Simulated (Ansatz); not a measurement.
SnSe:

```
Sn Se
1.0
     0.00000    3.01000    3.01000
     3.01000    0.00000    3.01000
     3.01000    3.01000    0.00000
Sn Se
1 1
Direct
  0.00000 0.00000 0.00000
  0.50000 0.50000 0.50000
```

Measurements of this composition are mostly on another form, of space group No. 62.

| Quantity | Value |
| --- | --- |
| Program | Ansatz 0.2.0 |
| Task | relaxation of cell and atoms |
| Functional | BLYP |
| Potentials or basis | Ansatz PAW |
| Cutoff | 420 eV (not typed: the program's choice for these potentials) |
| k mesh | 8 × 8 × 8 |
| Occupations | fermi-dirac, width 0.05 eV |
| Spin | no spin polarisation |

At the start: volume 27.27 Å³/atom.

Problem. How do energy, volume and symmetry change on relaxing?

Solution. It ends after 5 steps and the volume is 30.05 Å³/atom (+10.2 %); space group Fm-3m (No. 225, to 0.05 Å).

The path:
```csv
step,energy change (eV),largest force (eV/Å),volume (Å³)
1,0.0000,0.0000,54.54
2,-0.0672,0.0000,62.20
3,-0.0756,0.0000,60.44
4,-0.0759,0.0000,60.10
5,-0.0766,0.0000,60.10
```

Final structure:
```
CELL_PARAMETERS angstrom
0.00000 3.10892 3.10892
3.10892 0.00000 3.10892
3.10892 3.10892 0.00000
ATOMIC_POSITIONS crystal
Sn 0.00000 0.00000 0.00000
Se 0.50000 0.50000 0.50000
```

Caveat: the plane-wave basis is chosen anew once the cell has moved, so the energies of steps on either side of that aren't comparable; the volume moved by +10 % from the deposited cell, more than functionals usually miss; the PAW data sets come from PBE, with cores solved anew for the run's functional, which leaves a small shift of forces and pressure.
